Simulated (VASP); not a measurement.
Set up this calculation in VASP 6.6.1, as the native input.

```
Task                   : relaxation of the atoms
Functional             : PBE
Potentials or basis    : VASP PAW PBE potentials, release 64 (Sn_d)
Cutoff                 : 600 eV
k mesh                 : 10 × 10 × 10
Occupations            : gaussian, width 0.03 eV
Spin                   : no spin polarisation
Further INCAR settings : ALGO = Normal; EDIFF = 1e-07; IBRION = 2; EDIFFG = -0.01; NSW = 40
```

The structure of Sn lies in POSCAR:

```
Sn                                      
1.0
    0.0000000000      3.2597093913      3.2597093913
    3.2597093913      0.0000000000      3.2597093913
    3.2597093913      3.2597093913      0.0000000000
  Sn            
     2
Direct
     0.0000000000000000    0.0000000000000000    1.0000000000000000
     0.2500000000000000    0.2500000000000000    0.2500000000000000
```

This isn't the form of Sn at room conditions, which is tetragonal (white tin).

The cell isn't the ideal one: a relaxed cell with its volume scaled by 0.94.

The input as run:

INCAR

```
SYSTEM = Sn
ALGO = Normal
EDIFF = 1E-7
EDIFFG = -0.01
ENCUT = 600
GGA = PE
IBRION = 2
ISIF = 2
ISMEAR = 0
LASPH = .TRUE.
LCHARG = .FALSE.
LREAL = .FALSE.
LWAVE = .FALSE.
NELM = 80
NSW = 40
PREC = Accurate
SIGMA = 0.03
```

KPOINTS

```
k-points
0
G
  10 10 10
  0 0 0
```

Potentials or basis: VASP PAW PBE potentials, release 64 (Sn_d).

Run with:

```bash
$ cat potpaw_PBE.64/Sn_d/POTCAR > POTCAR
$ mpirun -np 1 vasp_std > vasp.out
```

It gave:

The pressure after relaxing is 2.5 GPa and the band gap on the k mesh is none (metal or under the smearing width).

Caveat: the relaxation stopped at its first step, so nothing moved.

Wall time 63 s on 1 thread of AMD EPYC 7R13 Processor (Zen 3), on a shared host, peak memory 0.23 GiB.
